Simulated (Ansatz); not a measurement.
System: Bi (fcc type), 1 atom in the cell.

Level of theory: PBE, all-electron LAPW, point nucleus (Ansatz).

k-mesh 4×4×4 Γ-centred; Fermi–Dirac smearing of 0.15 eV; no spin polarisation; no spin–orbit coupling.

```yaml
crystal:
  lattice:
    - [0.00000, 2.51460, 2.51460]
    - [2.51460, 0.00000, 2.51460]
    - [2.51460, 2.51460, 0.00000]
  atoms:
    - { symbol: Bi, position: [0.00000, 0.00000, 0.00000] }
```
Lattice in Å, positions in fractions of it.

(1) Is the cell under compression or tension, and by how much?

Answers

(1) The pressure is -0.81 GPa, so at these settings the cell is stretched and would shrink.

The k-mesh is coarse, so these values belong to this mesh and can lie far from the converged ones. This cubic structure is a model: it isn't the usual form of the substance at ambient conditions, and such phases are metastable or hypothetical. Spin–orbit coupling is left out, which matters for 6p elements such as Tl, Pb and Bi.
